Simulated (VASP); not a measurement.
Input:

```xyz
5
Lattice="3.7415 0.0000 0.0000 0.0000 3.7415 0.0000 0.0000 0.0000 3.7415" Properties=species:S:1:pos:R:3 pbc="T T T"
La     0.0000     0.0000     0.0000
Al     1.8708     1.8708     1.8708
O      1.8708     0.0000     1.8708
O      0.0000     1.8708     1.8708
O      1.8708     1.8708     0.0000
```

These are LDA (Ceperley-Alder, Perdew-Zunger), VASP's LDA PAW potentials (set 64) (plane waves; VASP 6.6.1) values and carry that method's errors. Numerical set-up: 520 eV cut-off, Gaussian smearing of 0.050 eV, potentials La Al O.

Problem. Give the energies of bands 8 to 19 at the high-symmetry points, in eV from the valence-band maximum.

Solution. 
```tsv
band	Γ	X	M	R
8	-4.51	-4.95	-5.84	-7.79
9	-4.51	-4.95	-4.63	-2.33
10	-4.51	-3.89	-3.81	-2.33
11	-1.53	-2.84	-2.91	-2.33
12	-1.53	-2.52	-2.91	-1.49
13	-1.53	-1.71	-1.53	-1.49
14	-0.06	-1.71	-1.28	0.00
15	-0.06	-1.11	-1.28	0.00
16	-0.06	-1.11	-0.02	0.00
17	3.49	4.41	4.43	4.60
18	3.49	4.55	4.43	4.60
19	4.74	4.78	4.76	4.60
```

The gap is indirect, 3.49 eV, from the valence maximum at R to the conduction minimum at Γ.

The compound is LaAlO3 in the cubic perovskite structure, the ideal cubic form; the compound distorts at low or room temperature. It was relaxed first, which changed the volume by -5 %.
